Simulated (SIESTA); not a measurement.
## Al2O3 under changes of volume

One of the cells (11.946 Å³/atom); the others are scaled copies at fixed shape and fractional positions:

```
Al O
1.0
     3.01748    0.00000    0.00000
    -1.50874    2.61322    0.00000
     0.00000    0.00000    7.57464
Al O
2 3
Direct
  0.00000 0.00000 0.72205
  0.00000 0.00000 0.27795
  0.00000 0.00000 0.50000
  0.66667 0.33333 0.80055
  0.33333 0.66667 0.19945
```

Measurements of this composition are mostly on another form, of space group No. 167.

- Program: SIESTA 5.4.2
- Functional: LDA
- Potentials or basis: PseudoDojo 0.4 standard (LDA files)
- Basis: DZP (energy shift 0.003 Ry)
- Grid cutoff: 800 Ry
- Energy shift: 0.003 Ry
- k mesh: 8 × 8 × 3
- Occupations: fermi-dirac, width 0.05 eV
- Spin: no spin polarisation

```csv
volume (Å³/atom),energy over the lowest point (meV/atom),pressure (GPa),gap on the mesh (eV),largest force (eV/Å)
11.229,0.92,2.5,2.61,0.403
11.468,0.00,-1.2,2.45,0.223
11.707,4.23,-4.4,2.29,0.121
11.946,13.09,-7.4,2.14,0.302
12.185,26.11,-10.0,2.00,0.473
12.424,?,?,?,?
12.662,62.86,-14.5,1.72,0.784
```

Task: What does the run at 12.424 Å³/atom give?

Result: Energy over the lowest point 42.82 meV/atom; pressure -12.4 GPa; gap on the mesh 1.86 eV; largest force 0.634 eV/Å.

Worked out: A Birch-Murnaghan fit of order 3 (a polynomial in V^(-2/3)) to the other rows has its minimum at 11.39 Å³/atom with B0 = V·E''(V) = 171 GPa and B' = 4.2 at fixed shape and positions, which overstates the stiffness. It gives 42.85 meV/atom at 12.424 Å³/atom, against the run's 42.82, and -dE/dV = -12.4 GPa, against -12.4. A straight line through the other rows of the gap, of slope -7.4 eV per unit of ln V (its deformation potential), gives 1.86 eV, against the run's 1.86.

Energies are extrapolated to zero smearing.

Caveats: an odd mesh through Γ misses points on the zone boundary, where band edges often lie; the basis of atomic orbitals isn't converged, which shifts pressures, moduli and gaps.
